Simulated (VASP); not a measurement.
A run of VASP 6.6.1:

The input INCAR:

```
SYSTEM = Cr
  PREC = Accurate
  ENCUT = 520
  EDIFF = 1E-6
  ISMEAR = -1
  SIGMA = 0.1
  LREAL = .FALSE.
  LASPH = .TRUE.
  NELM = 60
  ALGO = Normal
  ISIF = 2
  LWAVE = .FALSE.
  LCHARG = .FALSE.
  GGA = RP
  NBANDS = 19
```

File KPOINTS:

```
Automatic mesh
0
G
  17 17 17
  0 0 0
```

POSCAR

```
Cr
1.0
    0.0000000000      2.5771434102      2.5771434102
    2.5771434102      0.0000000000      2.5771434102
    2.5771434102      2.5771434102      0.0000000000
Cr
2
Direct
    0.1250000000      0.1250000000      0.1250000000
    0.8750000000      0.8750000000      0.8750000000
```

Potentials or basis: VASP PAW PBE potentials, release 64 (Cr_pv).

Launch:

```console
$ cat potpaw_PBE.64/Cr_pv/POTCAR > POTCAR
$ mpirun -np 1 vasp_std > vasp.out
```

Hardware: 1 thread of Intel(R) Xeon(R) Platinum 8259CL CPU @ 2.50GHz (Skylake/Cascade Lake), on a shared host.

Question: Estimate the wall time of this run.

Answer: Run time: 87 s on 1 thread of Intel(R) Xeon(R) Platinum 8259CL CPU @ 2.50GHz (Skylake/Cascade Lake), on a shared host, peak memory 0.21 GiB. Counts: scf iterations 12, k points 165.
